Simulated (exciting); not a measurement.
A run of exciting (release sodium) is set up as follows.

input.xml

```xml
<input>
  <title>MgO</title>
  <structure speciespath="./" tshift="false">
    <crystal scale="1">
      <basevect>0.000000000000 3.962758315162 3.962758315162</basevect>
      <basevect>3.962758315162 0.000000000000 3.962758315162</basevect>
      <basevect>3.962758315162 3.962758315162 0.000000000000</basevect>
    </crystal>
    <species speciesfile="Mg.xml" rmt="2">
      <atom coord="0.000000000000 0.000000000000 0.000000000000"/>
    </species>
    <species speciesfile="O.xml" rmt="1.45">
      <atom coord="0.500000000000 0.500000000000 0.500000000000"/>
    </species>
  </structure>
  <groundstate do="fromscratch" ngridk="11 11 11" rgkmax="7.5" gmaxvr="14" lmaxapw="10" lmaxmat="10" lmaxvr="8" xctype="GGA_PBE_R" stype="Fermi Dirac" swidth="0.00183747" nempty="10" ValenceRelativity="iora*" epsengy="1e-05" epspot="1e-05" maxscl="60" outputlevel="high"/>
  <properties>
    <bandstructure>
      <plot1d>
        <path steps="80">
          <point coord="0 0 0" label="G"/>
          <point coord="0.5 0 0.5" label="X"/>
          <point coord="0.5 0.25 0.75" label="W"/>
          <point coord="0.375 0.375 0.75" label="K"/>
          <point coord="0 0 0" label="G"/>
          <point coord="0.5 0.5 0.5" label="L"/>
          <point coord="0.625 0.25 0.625" label="U"/>
          <point coord="0.5 0.25 0.75" label="W"/>
          <point coord="0.5 0.5 0.5" label="L"/>
          <point coord="0.375 0.375 0.75" label="K" breakafter="true"/>
          <point coord="0.625 0.25 0.625" label="U"/>
          <point coord="0.5 0 0.5" label="X"/>
        </path>
      </plot1d>
    </bandstructure>
  </properties>
</input>
```

Potentials or basis: all-electron LAPW+lo, shipped species files, valence relativity iora*.

Run with:

```bash
$ OMP_NUM_THREADS=1 exciting_smp
```

Task: What does it give for the band gap on the k mesh?

Result: 4.96 eV, direct.

Task: What does it give for the band gap along the path?

Result: 4.96 eV, direct.

Levels at the corners of the path, in eV from the valence-band top:
```csv
point,band 4,band 5,band 6,band 7,band 8,band 9,band 10,band 11,band 12,band 13
Γ,-39.01,-17.36,0.00,0.00,0.00,4.96,16.01,16.01,16.01,19.89
X,-39.04,-15.82,-4.07,-1.35,-1.35,9.26,10.30,13.35,19.37,19.37
W,-39.04,-15.75,-2.95,-2.95,-1.77,11.84,11.84,12.51,15.85,22.31
K,-39.03,-15.79,-3.49,-2.71,-1.15,10.27,12.10,12.76,18.49,18.63
Γ,-39.01,-17.36,0.00,0.00,0.00,4.96,16.01,16.01,16.01,19.89
L,-39.02,-16.03,-4.62,-0.66,-0.66,8.09,12.89,16.60,16.60,21.31
U,-39.03,-15.79,-3.49,-2.71,-1.15,10.27,12.10,12.76,18.49,18.63
W,-39.04,-15.75,-2.95,-2.95,-1.77,11.84,11.84,12.51,15.85,22.31
L,-39.02,-16.03,-4.62,-0.66,-0.66,8.09,12.89,16.60,16.60,21.31
K,-39.03,-15.79,-3.49,-2.71,-1.15,10.27,12.10,12.76,18.49,18.63
U,-39.03,-15.79,-3.49,-2.71,-1.15,10.27,12.10,12.76,18.49,18.63
X,-39.04,-15.82,-4.07,-1.35,-1.35,9.26,10.30,13.35,19.37,19.37
```

**What was measured.**

From “Electronic structure of alkaline earth and post-transition metal oxides”, 2009, arxiv:0908.1581, for a bulk crystal of MgO: band gap 7.83 eV.

A measured gap of MgO is 7.83 eV (quoted in “Electronic structure of alkaline earth and post-transition metal oxides”, 2009, arxiv:0908.1581); the calculated 4.96 eV misses it by -2.87 eV. The value is that of revPBE, without temperature or zero-point motion. Semilocal functionals fall short of measured gaps as a rule. The cell is a database's relaxed one, not the measured one, which moves gaps too.
